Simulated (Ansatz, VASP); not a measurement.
## One calculation of Co, two programs

```
Co
1.0
     1.88808   -3.19994    0.00000
     1.88808    3.19994    0.00000
     0.00000    0.00000    3.78117
Co
4
Cartesian
  1.8881 2.2240 0.2968
  1.8881 -0.9760 1.5938
  1.8881 -2.2240 3.4844
  1.8881 0.9760 2.1874
```

Alike in both runs: task relaxation of cell and atoms; functional PBEsol; k mesh 6 × 6 × 4; occupations gaussian, width 0.1 eV; collinear spin.

```csv
,VASP,Ansatz
version,VASP 6.6.1,Ansatz 0.2.0
potentials or method,"VASP PAW PBE potentials, release 64 (Co)","scalar-relativistic, plane waves, PAW"
plane-wave cutoff (eV),600,420
valence electrons in the cell,36,68
```

Ansatz gave:

| Item | Value |
| --- | --- |
| gap on the k mesh at the Fermi level, each at its own relaxed structure (eV) | none |
| net moment per atom (μB) | 1.43 |
| size of the moment on the site where the two differ most (μB) | 1.47 |
| relaxed volume (Å³/atom) | 11.28 |
| relaxed cell length with the largest relative difference (Å) | 3.385 |
| energy change over the relaxation (meV/atom) | -355 |

Task: What did VASP give for the same quantities?

Result: gap on the k mesh at the Fermi level, each at its own relaxed structure (eV): none; net moment per atom (μB): 1.47; size of the moment on the site where the two differ most (μB): 1.47; relaxed volume (Å³/atom): 11.25; relaxed cell length with the largest relative difference (Å): 3.302; energy change over the relaxation (meV/atom): -343.

Site moments also hang on the region over which each program counts them. A gap of «none» marks a metal or a gap that the smearing closes. The two sets of potentials don't hold the same shells in valence.

Caveats: the k mesh is coarse (spacing up to 0.42 Å⁻¹), so the values aren't converged; the PAW data sets were made with another functional, which shifts forces and pressure a little (VASP).
